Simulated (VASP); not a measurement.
**HfN: equation of state with PBE+D3(BJ)**

HfN:

```
Hf N
1.0
     0.00000    2.25233    2.25233
     2.25233    0.00000    2.25233
     2.25233    2.25233    0.00000
Hf N
1 1
Direct
  0.00000 0.00000 0.00000
  0.50000 0.50000 0.50000
```

```json
{
  "Program": "VASP 6.6.1",
  "Task": "equation of state",
  "Functional": "PBE",
  "Dispersion": "D3(BJ)",
  "Potentials or basis": "VASP PAW PBE potentials, release 64 (Hf_pv, N)",
  "Cutoff": "520 eV",
  "k mesh": "8 × 8 × 8",
  "Occupations": "fermi-dirac, width 0.05 eV",
  "Spin": "no spin polarisation",
  "Ladder": "gaps",
  "Further INCAR settings": "ALGO = Normal; EDIFF = 1e-06"
}
```

| Property | Result |
| --- | --- |
| Equilibrium volume | 11.43 Å³/atom |
| Bulk modulus | 283 GPa |
| Pressure derivative of the bulk modulus | 4.3 (rough: it moves with the points fitted) |

Energy against volume, from the lowest point:
```
volume (Å³/atom)  energy (meV/atom)
          10.969              18.00
          11.197               4.48
          11.426               0.00
          11.655               3.59
          11.883              14.51
```

All runs of the series together: 28 s on 1 thread of Intel(R) Xeon(R) Platinum 8488C (Sapphire Rapids), with other jobs on the host.

Spin-orbit coupling is left out, which matters for the levels of Hf.
